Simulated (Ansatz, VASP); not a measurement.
Two plane-wave programs on Ir

```
Ir
1.0
     3.73350    0.00000    0.00000
     0.00000    3.73350    0.00000
     0.00000    0.00000    3.73350
Ir
3
Direct
  0.00000 0.50000 0.50000
  0.50000 0.00000 0.50000
  0.50000 0.50000 0.00000
```

Alike in both runs: functional PBE; k mesh 6 × 6 × 6; occupations gaussian, width 0.1 eV; no spin polarisation.

Ansatz relaxed the structure, and its values are those at the end. VASP's run is a single point on that final structure, the one shown.

```csv
,VASP,Ansatz
version,VASP 6.6.1,Ansatz 0.2.0
potentials or method,"VASP PAW PBE potentials, release 64 (Ir)","scalar-relativistic, plane waves, PAW"
plane-wave cutoff (eV),520,420
valence electrons in the cell,27,51
```

|  | VASP | Ansatz | Ansatz less VASP |
| --- | --- | --- | --- |
| gap on the k mesh at the Fermi level (eV) | none | none | - |
| pressure (GPa) | 0.2 | 0.0 | -0.26 |

A gap of «none» marks a metal or a gap that the smearing closes. The two sets of potentials don't hold the same shells in valence.

Spin-orbit coupling is left out, which matters for the levels of Ir.
